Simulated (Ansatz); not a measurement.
H in its lowest state found on the top face of a (101) slab of TaN (P-6m2 (No. 187)), 8 planes, outer planes N (top) and Ta (bottom); 1 a cell of 11.29 Å², its atoms last:

```yaml
crystal:
  lattice:
    - [2.93615, 0.00000, 0.00000]
    - [-1.46808, 3.84536, 0.00000]
    - [0.00000, 0.00000, 25.04037]
  atoms:
    - { symbol: Ta, position: [0.43219, 0.86439, 0.33945] }
    - { symbol: N, position: [0.71863, 0.43727, 0.35215] }
    - { symbol: Ta, position: [0.15083, 0.30165, 0.41563] }
    - { symbol: N, position: [0.43727, 0.87453, 0.42832] }
    - { symbol: Ta, position: [0.87122, 0.74253, 0.49253] }
    - { symbol: N, position: [0.15819, 0.31610, 0.50433] }
    - { symbol: Ta, position: [0.57904, 0.15836, 0.57050] }
    - { symbol: N, position: [0.88944, 0.77888, 0.57425] }
    - { symbol: H, position: [0.15949, 0.31984, 0.61431] }
```

Level of theory: DFT r2SCAN, scalar-relativistic, plane waves, PAW in Ansatz 0.2.0. Cutoff 500 eV; k points 10×8×1 on the computed 9-atom cell (Γ-centred); Gaussian smearing, width 0.10 eV; no spin polarisation. The cell repeats along c with a dipole correction in the vacuum.

The clean top face has a work function of 3.55 eV. Adsorption changes the slab's dipole along +c by Δp = -0.0720 e·Å a cell (-0.35 D an adsorbate).

Question: What change of work function does the Helmholtz equation give?

Answer: A sheet of dipoles makes a step in an electron's potential energy of −e·Δp/(ε0·A), and e/ε0 = 180.95 eV·Å for Δp in e·Å: −180.95 × (-0.0720)/11.29 = +1.15 eV. This is the change of φ(top) − φ(bottom). If the bottom face is unmoved, φ(top) becomes 4.70 eV.

Question: How does that compare with the calculation?

Answer: φ(top) changes by +1.07 eV and φ(bottom) by -0.08 eV, so their difference changes by +1.15 eV. The slab is thin enough for the adsorbate to shift the Fermi level against the bottom face too.

Question: What does the sign say about the electrons?

Answer: The change of dipole points into the surface (negative end outward), so the work function rises. Electrons gather on the vacuum side. Δp also holds the adsorbate's own dipole and the moves of the surface atoms, so it isn't a charge transfer alone.

Spin-orbit coupling is left out, which matters for the bands of heavy elements. Spin polarisation was left out, and a magnetic state may lie lower.

The reference crystal is a form of TaN, which isn't its usual structure.